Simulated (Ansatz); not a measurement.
Crystal: BaTiO3.

```
CELL_PARAMETERS angstrom
-3.99980 0.00000 0.00000
0.00000 0.00000 -4.01800
0.00000 -7.99960 0.00000
ATOMIC_POSITIONS crystal
Ba 0.00144 0.02304 0.50759
Ba 0.99856 0.97696 0.99241
Ti 0.48033 0.56319 0.23580
Ti 0.51967 0.47281 0.76420
O 0.49380 0.96597 0.25815
O 0.50620 0.00203 0.74185
O 0.50761 0.49933 0.50744
O 0.49239 0.47067 0.99256
O 0.01522 0.48841 0.27113
O 0.98478 0.48159 0.72887
```

Program: Ansatz 0.2.0. Alike in all runs: potentials or basis Ansatz PAW; cell as given; k mesh 7 × 7 × 4; smearing fermi-dirac 0.05 eV.

Task: Order these runs on this cell by their pressure, lowest first.
A. level PBEsol; spin SOC, no magnetisation; cutoff (eV) 420; points for each segment of the path 10
B. level PBE; spin off; cutoff (eV) 300
C. level r2SCAN; spin off; cutoff (eV) 500; points for each segment of the path 10

Result: A (3.7 GPa), C (7.0 GPa), B (9.6 GPa).

Caveats: the PAW data sets come from PBE, with cores solved anew for the run's functional, which leaves a small shift of forces and pressure (some runs); the pressure holds a Pulay correction of +23.5 GPa for the finite cutoff (some runs); the cutoff lies under the one recommended for these potentials (some runs).
